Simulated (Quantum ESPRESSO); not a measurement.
# Al2O3 (Corundum) (R-3c) in Quantum ESPRESSO: further runs

Runs on Al2O3 (Corundum). Level: PBE. Tasks: band structure, single point, equation of state.

Program: Quantum ESPRESSO 7.5. These are calculated values, not measurements. Logs are shortened: lines on timing, memory, paths and dates and some standing lists are left out, and cuts for length are marked.

**Measured values to compare with.**

From “Multi-petahertz electron interference in Cr:Al2O3 solid-state material”, 2018, pmc:5906618, for a bulk crystal of Al2O3: band gap 8.7 eV (optical).

How close the calculation comes is told below.

### 1 Starting point

Symmetry: R-3c, No. 167, trigonal system. The conventional cell has a = 4.760 Å, b = 4.760 Å, c = 12.996 Å, α = 90.00°, β = 90.00°, γ = 120.00°. Al (site symmetry 3) is surrounded by 6 O at 1.85 to 1.97 Å. O (site symmetry 2) is surrounded by 4 Al at 1.85 to 1.97 Å.

### 2 Band structure, PBE

The input, pw.in:

```
&CONTROL
  calculation = 'scf'
  prefix = 'pwscf'
  outdir = './tmp'
  pseudo_dir = './pseudo'
  tprnfor = .true.
  tstress = .true.
  disk_io = 'low'
/
&SYSTEM
  ibrav = 0
  nat = 10
  ntyp = 2
  ecutwfc = 55
  ecutrho = 440
  nbnd = 33
  occupations = 'smearing'
  smearing = 'fd'
  degauss = 0.00367493
/
&ELECTRONS
  conv_thr = 2d-09
  electron_maxstep = 120
  mixing_beta = 0.5
/
ATOMIC_SPECIES
Al    26.9815 Al.pbe-n-kjpaw_psl.1.0.0.UPF
O     15.9990 O.pbe-n-kjpaw_psl.0.1.UPF
CELL_PARAMETERS bohr
   4.4980206081    2.5969334089    8.1860416085
  -4.4980206081    2.5969334089    8.1860416085
   0.0000000000   -5.1938668179    8.1860416085
ATOMIC_POSITIONS bohr
Al     0.0000000000   -0.0000000002   20.9274516512
Al     0.0000000000   -0.0000000001   15.9097355869
Al     0.0000000000    0.0000000000    3.6306731742
Al     0.0000000000   -0.0000000001    8.6483892385
O     -3.1185676480   -0.2076507955   10.2325520106
O      1.3794529601    2.8045842042   10.2325520106
O      1.7391146879   -2.5969334090   10.2325520106
O      3.1185676480    0.2076507953   14.3255728148
O     -1.3794529601   -2.8045842044   14.3255728148
O     -1.7391146879    2.5969334088   14.3255728148
K_POINTS automatic
7 7 7 0 0 0
```

The input, pp_density.in:

```
&INPUTPP
  prefix = 'pwscf'
  outdir = './tmp'
  filplot = 'density.dat'
  plot_num = 0
/
&PLOT
  nfile = 1
  filepp(1) = 'density.dat'
  iflag = 3
  output_format = 6
  fileout = 'density.cube'
/
```

The input, pp_potential.in:

```
&INPUTPP
  prefix = 'pwscf'
  outdir = './tmp'
  filplot = 'potential.dat'
  plot_num = 11
/
&PLOT
  nfile = 1
  filepp(1) = 'potential.dat'
  iflag = 3
  output_format = 6
  fileout = 'potential.cube'
/
```

The input, bands.in:

```
&CONTROL
  calculation = 'bands'
  prefix = 'pwscf'
  outdir = './tmp'
  pseudo_dir = './pseudo'
  disk_io = 'low'
  verbosity = 'high'
/
&SYSTEM
  ibrav = 0
  nat = 10
  ntyp = 2
  ecutwfc = 55
  ecutrho = 440
  nbnd = 33
  occupations = 'smearing'
  smearing = 'fd'
  degauss = 0.00367493
/
&ELECTRONS
  conv_thr = 1d-08
  electron_maxstep = 120
  mixing_beta = 0.5
  diago_full_acc = .true.
/
ATOMIC_SPECIES
Al    26.9815 Al.pbe-n-kjpaw_psl.1.0.0.UPF
O     15.9990 O.pbe-n-kjpaw_psl.0.1.UPF
CELL_PARAMETERS bohr
   4.4980206081    2.5969334089    8.1860416085
  -4.4980206081    2.5969334089    8.1860416085
   0.0000000000   -5.1938668179    8.1860416085
ATOMIC_POSITIONS bohr
Al     0.0000000000   -0.0000000002   20.9274516512
Al     0.0000000000   -0.0000000001   15.9097355869
Al     0.0000000000    0.0000000000    3.6306731742
Al     0.0000000000   -0.0000000001    8.6483892385
O     -3.1185676480   -0.2076507955   10.2325520106
O      1.3794529601    2.8045842042   10.2325520106
O      1.7391146879   -2.5969334090   10.2325520106
O      3.1185676480    0.2076507953   14.3255728148
O     -1.3794529601   -2.8045842044   14.3255728148
O     -1.7391146879    2.5969334088   14.3255728148
K_POINTS crystal
60
 0.0000000000  0.0000000000  0.0000000000 1
 0.0625000000  0.0000000000  0.0000000000 1
 0.1250000000  0.0000000000  0.0000000000 1
 0.1875000000  0.0000000000  0.0000000000 1
 0.2500000000  0.0000000000  0.0000000000 1
 0.3125000000  0.0000000000  0.0000000000 1
 0.3750000000  0.0000000000  0.0000000000 1
 0.4375000000  0.0000000000  0.0000000000 1
 0.5000000000  0.0000000000  0.0000000000 1
 0.5000000000  0.0389600799 -0.0389600799 1
 0.5000000000  0.0779201598 -0.0779201598 1
 0.5000000000  0.1168802397 -0.1168802397 1
 0.5000000000  0.1558403196 -0.1558403196 1
 0.5000000000  0.1948003995 -0.1948003995 1
 0.5000000000  0.2337604794 -0.2337604794 1
 0.7662395206  0.5000000000  0.2337604794 1
 0.7282053033  0.5000000000  0.2717946967 1
 0.6901710861  0.5000000000  0.3098289139 1
 0.6521368689  0.5000000000  0.3478631311 1
 0.6141026517  0.5000000000  0.3858973483 1
 0.5760684344  0.5000000000  0.4239315656 1
 0.5380342172  0.5000000000  0.4619657828 1
 0.5000000000  0.5000000000  0.5000000000 1
 0.4285714286  0.4285714286  0.4285714286 1
 0.3571428571  0.3571428571  0.3571428571 1
 0.2857142857  0.2857142857  0.2857142857 1
 0.2142857143  0.2142857143  0.2142857143 1
 0.1428571429  0.1428571429  0.1428571429 1
 0.0714285714  0.0714285714  0.0714285714 1
 0.0000000000  0.0000000000  0.0000000000 1
 0.0366880240  0.0000000000 -0.0366880240 1
 0.0733760479  0.0000000000 -0.0733760479 1
 0.1100640719  0.0000000000 -0.1100640719 1
 0.1467520959  0.0000000000 -0.1467520959 1
 0.1834401199  0.0000000000 -0.1834401199 1
 0.2201281438  0.0000000000 -0.2201281438 1
 0.2568161678  0.0000000000 -0.2568161678 1
 0.2935041918  0.0000000000 -0.2935041918 1
 0.3301922157  0.0000000000 -0.3301922157 1
 0.3668802397  0.0000000000 -0.3668802397 1
 0.6331197603  0.3668802397  0.0000000000 1
 0.5887465069  0.4112534931  0.0000000000 1
 0.5443732534  0.4556267466  0.0000000000 1
 0.5000000000  0.5000000000  0.0000000000 1
 0.5665598801  0.5665598801  0.1168802397 1
 0.6331197603  0.6331197603  0.2337604794 1
 0.6141026517  0.6141026517  0.2717946967 1
 0.5950855431  0.5950855431  0.3098289139 1
 0.5760684344  0.5760684344  0.3478631311 1
 0.5570513258  0.5570513258  0.3858973483 1
 0.5380342172  0.5380342172  0.4239315656 1
 0.5190171086  0.5190171086  0.4619657828 1
 0.5000000000  0.5000000000  0.5000000000 1
 0.5000000000  0.0000000000  0.0000000000 1
 0.5443732534  0.0611467066  0.0611467066 1
 0.5887465069  0.1222934132  0.1222934132 1
 0.6331197603  0.1834401199  0.1834401199 1
 0.6774930137  0.2445868265  0.2445868265 1
 0.7218662671  0.3057335331  0.3057335331 1
 0.7662395206  0.3668802397  0.3668802397 1
```

Potentials or basis: SSSP 1.3 efficiency PBE.

On the command line:

```sh
> OMP_NUM_THREADS=1 mpirun -n 2 pw.x -nk 2 -in pw.in > pw.out
> OMP_NUM_THREADS=1 mpirun -n 1 pp.x -in pp_density.in > pp_density.out
> OMP_NUM_THREADS=1 mpirun -n 1 pp.x -in pp_potential.in > pp_potential.out
> OMP_NUM_THREADS=1 mpirun -n 2 pw.x -nk 2 -in bands.in > bands.out
```

pw.out:

```text
This program is part of the open-source Quantum ESPRESSO suite
     for quantum simulation of materials; please cite
         "P. Giannozzi et al., J. Phys.:Condens. Matter 21 395502 (2009);
         "P. Giannozzi et al., J. Phys.:Condens. Matter 29 465901 (2017);
         "P. Giannozzi et al., J. Chem. Phys. 152 154105 (2020);
     in publications or presentations arising from this work. More details at

     file Al.pbe-n-kjpaw_psl.1.0.0.UPF: wavefunction(s)  3S 3P renormalized
     file O.pbe-n-kjpaw_psl.0.1.UPF: wavefunction(s)  2P renormalized
     Message from routine setup:
     using ibrav=0 with symmetry is DISCOURAGED, use correct ibrav instead

     K-points division:     npool     =       2
     Subspace diagonalization in iterative solution of the eigenvalue problem:
     a serial algorithm will be used

     G-vector sticks info
     --------------------
     sticks:   dense  smooth     PW     G-vecs:    dense   smooth      PW
     Sum        2711    1345    409                89407    31635    5205

     Using Slab Decomposition

     bravais-lattice index     =            0
     lattice parameter (alat)  =       9.6947  a.u.
     unit-cell volume          =     573.7299 (a.u.)^3
     number of atoms/cell      =           10
     number of atomic types    =            2
     number of electrons       =        48.00
     number of Kohn-Sham states=           33
     kinetic-energy cutoff     =      55.0000  Ry
     charge density cutoff     =     440.0000  Ry
     scf convergence threshold =      2.0E-09
     mixing beta               =       0.5000
     number of iterations used =            8  plain     mixing
     Exchange-correlation= SLA  PW   PBX  PBC
                           (   1   4   3   4   0   0   0)

     celldm(1)=   9.694717  celldm(2)=   0.000000  celldm(3)=   0.000000
     celldm(4)=   0.000000  celldm(5)=   0.000000  celldm(6)=   0.000000

     crystal axes: (cart. coord. in units of alat)
               a(1) = (   0.463966   0.267871   0.844382 )
               a(2) = (  -0.463966   0.267871   0.844382 )
               a(3) = (   0.000000  -0.535742   0.844382 )

     reciprocal axes: (cart. coord. in units 2 pi/alat)
               b(1) = (  1.077665  0.622190  0.394766 )
               b(2) = ( -1.077665  0.622190  0.394766 )
               b(3) = (  0.000000 -1.244380  0.394766 )

     PseudoPot. # 1 for Al read from file:
     Al.pbe-n-kjpaw_psl.1.0.0.UPF
     Pseudo is Projector augmented-wave + core cor, Zval =  3.0
     Generated using "atomic" code by A. Dal Corso  v.5.1
     Shape of augmentation charge: PSQ
     Using radial grid of 1135 points,  6 beta functions with:
                l(1) =   0
                l(2) =   0
                l(3) =   1
                l(4) =   1
                l(5) =   2
                l(6) =   2
     Q(r) pseudized with 0 coefficients

     PseudoPot. # 2 for O  read from file:
     O.pbe-n-kjpaw_psl.0.1.UPF
     Pseudo is Projector augmented-wave + core cor, Zval =  6.0
     Generated using "atomic" code by A. Dal Corso  v.5.0.99 svn rev. 10869
     Shape of augmentation charge: BESSEL
     Using radial grid of 1095 points,  4 beta functions with:
                l(1) =   0
                l(2) =   0
                l(3) =   1
                l(4) =   1
     Q(r) pseudized with 0 coefficients

     atomic species   valence    mass     pseudopotential
     Al                3.00    26.98150     Al( 1.00)
     O                 6.00    15.99900     O ( 1.00)

     12 Sym. Ops., with inversion, found ( 6 have fractional translation)

   Cartesian axes

     site n.     atom                  positions (alat units)
         1        Al     tau(   1) = (   0.0000000  -0.0000000   2.1586450  )
         2        Al     tau(   2) = (   0.0000000  -0.0000000   1.6410728  )
         3        Al     tau(   3) = (   0.0000000   0.0000000   0.3745002  )
         4        Al     tau(   4) = (   0.0000000  -0.0000000   0.8920724  )
         5        O      tau(   5) = (  -0.3216770  -0.0214190   1.0554772  )
[... 38 lines left out ...]
     Davidson diagonalization with overlap
     ethr =  4.07E-03,  avg # of iterations =  2.0

     total energy              =    -409.31513678 Ry
     estimated scf accuracy    <       0.18380328 Ry

     iteration #  3     ecut=    55.00 Ry     beta= 0.50
     Davidson diagonalization with overlap
     ethr =  3.83E-04,  avg # of iterations =  6.8
[... 48 lines left out ...]
     total energy              =    -409.33445881 Ry
     estimated scf accuracy    <       0.00000029 Ry

     iteration # 10     ecut=    55.00 Ry     beta= 0.50
     Davidson diagonalization with overlap
     ethr =  5.99E-10,  avg # of iterations =  2.0

     total energy              =    -409.33445887 Ry
     estimated scf accuracy    <       0.00000001 Ry

     iteration # 11     ecut=    55.00 Ry     beta= 0.50
     Davidson diagonalization with overlap
     ethr =  2.19E-11,  avg # of iterations =  3.8

     End of self-consistent calculation

          k = 0.0000 0.0000 0.0000 (  3955 PWs)   bands (ev):

   -11.5182  -9.1813  -8.9039  -8.9039  -8.5901  -8.5901   0.8168   1.8193
     2.1747   2.1747   3.3040   3.3954   3.3954   4.4030   4.7627   6.2989
     6.2989   6.4295   6.4295   7.2309   7.2309   7.6898   7.6898   7.7347
    13.9454  16.8794  18.4694  19.2582  19.2582  19.4419  20.1082  20.1083
    20.1604

          k = 0.0000-0.1778 0.0564 (  3978 PWs)   bands (ev):

   -11.4123  -9.2247  -8.9761  -8.9261  -8.6413  -8.5962   0.9328   1.5910
     2.0385   2.6852   2.8026   3.3260   4.1330   4.8303   4.9875   5.9042
     6.2442   6.3349   6.5087   6.9826   7.0754   7.4254   7.6628   7.6956
    14.4225  17.2629  18.1124  19.0433  19.0679  19.2885  20.1115  20.3093
    20.6298

          k = 0.0000-0.3555 0.1128 (  3963 PWs)   bands (ev):

   -11.1066  -9.5505  -8.9645  -8.9580  -8.7592  -8.6376   1.1238   1.6896
     1.7142   2.6306   3.2490   3.6979   4.9127   5.0384   5.4909   5.6878
     5.8407   6.0273   6.3510   6.3555   6.9366   7.2402   7.5422   7.5878
    15.4919  17.6675  18.0126  18.3981  18.5549  19.1119  20.1317  20.3141
    20.5679
[... 315 lines left out ...]
   -10.7623 -10.2597  -8.8006  -8.8006  -8.7305  -8.7305   2.0017   2.2858
     2.9852   2.9852   3.0499   3.5709   3.5709   4.2153   5.2637   5.4323
     5.4323   5.6797   6.0335   6.0335   7.2788   7.2788   7.4294   7.4294
    16.0406  16.6733  18.5811  19.0653  20.1939  20.2609  20.2611  20.2980
    20.5481

          k =-0.0000 1.0666 0.1692 (  3955 PWs)   bands (ev):

   -10.5248 -10.3644  -9.0322  -8.9376  -8.6669  -8.6270   1.9876   2.0936
     2.9551   2.9682   3.3770   3.7728   3.9199   4.0986   5.1044   5.3238
     5.3942   5.8645   6.0755   6.2342   7.1238   7.1262   7.2585   7.3120
    16.5923  16.8153  18.6519  18.8145  19.7660  19.7806  19.9968  20.2602
    20.7126

     the Fermi energy is     8.9486 ev

!    total energy              =    -409.33445887 Ry
     total all-electron energy =     -2846.986940 Ry
     estimated scf accuracy    <          1.2E-10 Ry
     smearing contrib. (-TS)   =      -0.00000000 Ry
     internal energy E=F+TS    =    -409.33445887 Ry

     The total energy is F=E-TS. E is the sum of the following terms:
     one-electron contribution =     -34.42643031 Ry
     hartree contribution      =      53.57259141 Ry
     xc contribution           =     -56.60999842 Ry
     ewald contribution        =    -176.22994631 Ry
     one-center paw contrib.   =    -195.64067523 Ry

     convergence has been achieved in  11 iterations

     Forces acting on atoms (cartesian axes, Ry/au):

     atom    1 type  1   force =    -0.00000000    0.00000000   -0.00184175
     atom    2 type  1   force =     0.00000000   -0.00000000    0.00184175
     atom    3 type  1   force =     0.00000000    0.00000000    0.00184175
     atom    4 type  1   force =    -0.00000000    0.00000000   -0.00184175
     atom    5 type  2   force =    -0.00078904   -0.00136666   -0.00000000
     atom    6 type  2   force =    -0.00078904    0.00136666    0.00000000
     atom    7 type  2   force =     0.00157808    0.00000000    0.00000000
     atom    8 type  2   force =     0.00078904    0.00136666    0.00000000
     atom    9 type  2   force =     0.00078904   -0.00136666   -0.00000000
     atom   10 type  2   force =    -0.00157808   -0.00000000   -0.00000000

     Total force =     0.005339     Total SCF correction =     0.000008

     Computing stress (Cartesian axis) and pressure

          total   stress  (Ry/bohr**3)                   (kbar)     P=       77.45
   0.00054412  -0.00000000  -0.00000000           80.04       -0.00       -0.00
  -0.00000000   0.00054412   0.00000000           -0.00       80.04        0.00
  -0.00000000   0.00000000   0.00049128           -0.00        0.00       72.27

=------------------------------------------------------------------------------=
   JOB DONE.
=------------------------------------------------------------------------------=
```

It took 3.8 min on 2 MPI ranks of Arm Neoverse V1, shared host; peak memory 0.62 GiB.

Results:

| Property | Result |
| --- | --- |
| Free energy | -5569.2790 eV |
| Pressure | 7.7 GPa |
| Largest force | 0.047 eV/Å |
| Band gap on the k mesh | 6.21 eV, direct |
| Band gap along the path | 6.21 eV, direct |

Forces on the atoms (eV/Å):
```
Al   0.000  0.000 -0.047
Al   0.000  0.000  0.047
Al   0.000  0.000  0.047
Al   0.000  0.000 -0.047
O   -0.020 -0.035  0.000
O   -0.020  0.035  0.000
O    0.041  0.000  0.000
O    0.020  0.035  0.000
O    0.020 -0.035  0.000
O   -0.041  0.000  0.000
```

Levels at the corners of the path, in eV from the valence-band top:
| point | band 21 | band 22 | band 23 | band 24 | band 25 | band 26 | band 27 | band 28 |
| --- | --- | --- | --- | --- | --- | --- | --- | --- |
| Γ | -0.50 | -0.04 | -0.04 | 0.00 | 6.21 | 9.14 | 10.73 | 11.52 |
| L | -0.92 | -0.92 | -0.28 | -0.28 | 9.46 | 9.46 | 9.63 | 9.63 |
| B1 | -0.85 | -0.85 | -0.51 | -0.51 | 9.70 | 9.70 | 10.12 | 10.12 |
| B | -0.85 | -0.85 | -0.51 | -0.51 | 9.70 | 9.70 | 10.12 | 10.12 |
| Z | -0.39 | -0.39 | -0.39 | -0.39 | 8.67 | 8.67 | 11.08 | 11.08 |
| Γ | -0.50 | -0.04 | -0.04 | 0.00 | 6.21 | 9.14 | 10.73 | 11.52 |
| X | -0.89 | -0.85 | -0.57 | -0.29 | 9.50 | 9.53 | 9.75 | 10.21 |
| Q | -0.89 | -0.85 | -0.57 | -0.29 | 9.50 | 9.53 | 9.75 | 10.21 |
| F | -1.03 | -0.92 | -0.75 | -0.26 | 9.63 | 9.72 | 9.93 | 10.40 |
| P1 | -1.04 | -0.87 | -0.75 | -0.47 | 9.73 | 9.93 | 10.20 | 10.37 |
| Z | -0.39 | -0.39 | -0.39 | -0.39 | 8.67 | 8.67 | 11.08 | 11.08 |
| L | -0.92 | -0.92 | -0.28 | -0.28 | 9.46 | 9.46 | 9.63 | 9.63 |
| P | -1.04 | -0.87 | -0.75 | -0.47 | 9.73 | 9.93 | 10.20 | 10.37 |

### 3 Single point, PBE, 7.99 Å³/atom

The input, pw.in:

```
&CONTROL
  calculation = 'scf'
  prefix = 'pwscf'
  outdir = './tmp'
  pseudo_dir = './pseudo'
  tprnfor = .true.
  tstress = .true.
  disk_io = 'nowf'
/
&SYSTEM
  ibrav = 0
  nat = 10
  ntyp = 2
  ecutwfc = 55
  ecutrho = 440
  nbnd = 33
  occupations = 'smearing'
  smearing = 'fd'
  degauss = 0.00367493
/
&ELECTRONS
  conv_thr = 2d-09
  electron_maxstep = 120
  mixing_beta = 0.5
/
ATOMIC_SPECIES
Al    26.9815 Al.pbe-n-kjpaw_psl.1.0.0.UPF
O     15.9990 O.pbe-n-kjpaw_psl.0.1.UPF
CELL_PARAMETERS angstrom
   2.3316598353    1.3461844335    4.2434364115
  -2.3316598353    1.3461844335    4.2434364115
   0.0000000000   -2.6923688671    4.2434364115
ATOMIC_POSITIONS crystal
Al     0.8521600000    0.8521600000    0.8521600000
Al     0.6478400000    0.6478400000    0.6478400000
Al     0.1478400000    0.1478400000    0.1478400000
Al     0.3521600000    0.3521600000    0.3521600000
O      0.0566800000    0.7500000000    0.4433200000
O      0.7500000000    0.4433200000    0.0566800000
O      0.4433200000    0.0566800000    0.7500000000
O      0.9433200000    0.2500000000    0.5566800000
O      0.2500000000    0.5566800000    0.9433200000
O      0.5566800000    0.9433200000    0.2500000000
K_POINTS automatic
7 7 7 0 0 0
```

Potentials or basis: SSSP 1.3 efficiency PBE.

On the command line:

```sh
> OMP_NUM_THREADS=1 mpirun -n 2 pw.x -nk 2 -in pw.in > pw.out
```

Wall time 1.9 min (2 MPI ranks of Arm Neoverse V1, shared host); peak memory 0.54 GiB.

Results (log left out):

* Free energy: -5568.7437 eV
* Pressure: 26.2 GPa
* Largest force: 0.096 eV/Å
* Band gap on the k mesh: 7.01 eV, direct

Caveat: an odd mesh through Γ misses points on the zone boundary, where band edges often lie.

(Part 1 of 2 ends here.)
